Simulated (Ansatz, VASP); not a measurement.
## BiTe: VASP beside Ansatz

```
CELL_PARAMETERS angstrom
3.88704 0.00000 0.00000
0.00000 3.88704 0.00000
0.00000 0.00000 3.88704
ATOMIC_POSITIONS crystal
Bi 0.00000 0.00000 0.00000
Te 0.50000 0.50000 0.50000
```

Alike in both runs: task single point; functional PBE; k mesh 10 × 10 × 10; occupations gaussian, width 0.05 eV; no spin polarisation.

```csv
,VASP,Ansatz
version,VASP 6.6.1,Ansatz 0.2.0
potentials or method,"VASP PAW PBE potentials, release 64 (Bi_d, Te)","scalar-relativistic, plane waves, PAW"
plane-wave cutoff (eV),520,420
valence electrons in the cell,21,31
```

Ansatz gave:

* gap on the k mesh at the Fermi level (eV): none
* pressure (GPa): 1.2

Problem. Estimate VASP's values.

Solution. gap on the k mesh at the Fermi level (eV): none; pressure (GPa): 1.1.

A gap of «none» marks a metal or a gap that the smearing closes. The two sets of potentials don't hold the same shells in valence.

Caveats: spin-orbit coupling is left out, which moves the levels of the heavy elements.
